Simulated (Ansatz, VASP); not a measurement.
## Ru: VASP beside Ansatz

```
Ru
1.0
     2.61785    0.00000    0.00000
    -1.30892    2.26712    0.00000
     0.00000    0.00000    4.27364
Ru
2
Cartesian
  0.0000 1.5114 1.0684
  1.3089 0.7557 3.2052
```

Alike in both runs: task single point; functional PBEsol; k mesh 21 × 21 × 12; occupations gaussian, width 0.15 eV; no spin polarisation.

|  | VASP | Ansatz |
| --- | --- | --- |
| version | VASP 6.6.1 | Ansatz 0.2.0 |
| potentials or method | VASP PAW PBE potentials, release 64 (Ru_pv) | scalar-relativistic, plane waves, PAW |
| plane-wave cutoff (eV) | 520 | 420 |
| valence electrons in the cell | 28 | 32 |

|  | VASP | Ansatz | Ansatz less VASP |
| --- | --- | --- | --- |
| gap on the k mesh at the Fermi level (eV) | none | none | - |
| pressure (GPa) | 19.2 | 19.3 | +0.05 |
| largest component of the traceless stress (GPa) | 12.16 | 12.18 | +0.014 |

A gap of «none» marks a metal or a gap that the smearing closes. With one functional, cell and mesh, what is left measures potentials, basis and numerics. The two sets of potentials don't hold the same shells in valence. Ansatz warned: «pseudo_functional_mismatch».

Caveats: so large a pressure means that the cell lies far from this level's equilibrium, or that cutoff or potentials fall short (VASP); the potentials were made for another functional, which shifts forces and pressure (VASP).
